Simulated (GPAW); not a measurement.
The system is Ti.

```
Ti
1.0
     2.95000    0.00000    0.00000
    -1.47500    2.55477    0.00000
     0.00000    0.00000    4.68000
Ti
2
Direct
  0.66667 0.33333 0.75000
  0.33333 0.66667 0.25000
```

Base run:

```yaml
Program: GPAW 26.7.0
Functional: r4SCAN
Potentials_or_basis: GPAW PAW data sets (gpaw-data 1.2.1)
Cutoff: 600 eV
Basis: pw
k_mesh: 7 × 7 × 4
Occupations: fermi-dirac, width 0.05 eV
Spin: no spin polarisation
```

Its results: pressure -2.7 GPa.

The run is repeated on the same cell with these changes: functional from r4SCAN to TASK; band points from 80 to 60. What comes out?

Pressure 3.8 GPa.

Caveats: the PAW data sets were made with another functional, which shifts forces and pressure a little.
